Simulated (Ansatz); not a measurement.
Crystal: Zn.

```
Zn
1.0
     2.26817   -1.30849    0.00000
     2.26817    1.30849    0.00000
    -1.59172    0.00000    7.30041
Zn
3
Direct
  0.77802 0.77802 0.33450
  0.22198 0.22198 0.66550
  0.00000 0.00000 0.00000
```

This isn't the form of Zn at room conditions, which is hcp.

```yaml
Program: Ansatz 0.2.0
Task: single point
Functional: PBEsol
Potentials_or_basis: Ansatz PAW
Cutoff: "420 eV (not typed: the program's choice for these potentials)"
k_mesh: 12 × 12 × 4
Occupations: fermi-dirac, width 0.05 eV
Spin: no spin polarisation
```

On this cell: pressure -1.3 GPa; largest force 0.011 eV/Å; band gap on the k mesh none (metal or under the smearing width).

The same run follows on a disturbed copy (atoms moved at random, drawn with an rms of 0.05 Å):

```
Zn
1.0
     2.26817   -1.30849    0.00000
     2.26817    1.30849    0.00000
    -1.59172    0.00000    7.30041
Zn
3
Direct
  0.79577 0.76234 0.33802
  0.22772 0.22325 0.67085
  0.99899 0.00845 0.99944
```

Q: What changes?

A: The energy (extrapolated to zero smearing) moves by +0.9 meV/atom; pressure -1.2 GPa; largest force 0.098 eV/Å; band gap on the k mesh none (metal or under the smearing width).

Forces on the atoms (eV/Å):
```
Zn   0.004  0.030 -0.025
Zn   0.004 -0.004 -0.069
Zn  -0.008 -0.026  0.094
```

Stress tensor (GPa, compression positive):
```
-2.77 -0.03 -0.42
-0.03 -3.39 -0.05
-0.42 -0.05  2.46
```

Caveats: the PAW data sets come from PBE, with cores solved anew for the run's functional, which leaves a small shift of forces and pressure.
